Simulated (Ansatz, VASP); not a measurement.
# RbBr: VASP beside Ansatz

INCAR

```
PREC = Accurate ; ENCUT = 520
EDIFF = 1E-7 ; ISMEAR = 0
SIGMA = 0.01 ; LREAL = F
LASPH = T ; NELM = 80
ALGO = Normal ; ISIF = 2
LWAVE = F ; LCHARG = T
GGA = PE ; LELF = T
LVHAR = T ; NBANDS = 15
```

File KPOINTS:

```
Automatic mesh
0
Gamma
  4 4 4
```

POSCAR

```
RbBr
1.0
    0.0000000000      3.4608320474      3.4608320474
    3.4608320474      0.0000000000      3.4608320474
    3.4608320474      3.4608320474      0.0000000000
Rb Br
1 1
Direct
    0.0000000000      0.0000000000      0.0000000000
    0.5000000000      0.5000000000      0.5000000000
```

Input for Ansatz:

```yaml
crystal:
  lattice:
    - [0.0, 3.4608320474, 3.4608320474]
    - [3.4608320474, 0.0, 3.4608320474]
    - [3.4608320474, 3.4608320474, 0.0]
  atoms:
    - { symbol: Rb, position: [0.0, 0.0, 0.0] }
    - { symbol: Br, position: [0.5, 0.5, 0.5] }
kpoints:
  mp_grid: { grid: [4, 4, 4] }
hamiltonian:
  xc: pbe
scf:
  occupations: { method: fixed }
  n_extra_bands: 4
output:
  forces: true
  stress: true
  eigenvalues: true
```

Alike in both runs: task single point; functional PBE; k mesh 4 × 4 × 4; no spin polarisation.

|  | VASP | Ansatz |
| --- | --- | --- |
| version | VASP 6.6.1 | Ansatz 0.2.0 |
| potentials or method | VASP PAW PBE potentials, release 64 (Rb_sv, Br) | plane waves, PAW |
| plane-wave cutoff (eV) | 520 | 420 |
| occupations | gaussian, width 0.01 eV | fixed |
| valence electrons in the cell | 16 | 16 |

|  | VASP | Ansatz | Ansatz less VASP |
| --- | --- | --- | --- |
| gap on the k mesh at the Fermi level (eV) | 4.29 | 4.29 | +0.002 |
| pressure (GPa) | 0.6 | 0.5 | -0.03 |

Expect the measured gap to be larger: semilocal functionals such as PBE lack the derivative discontinuity.
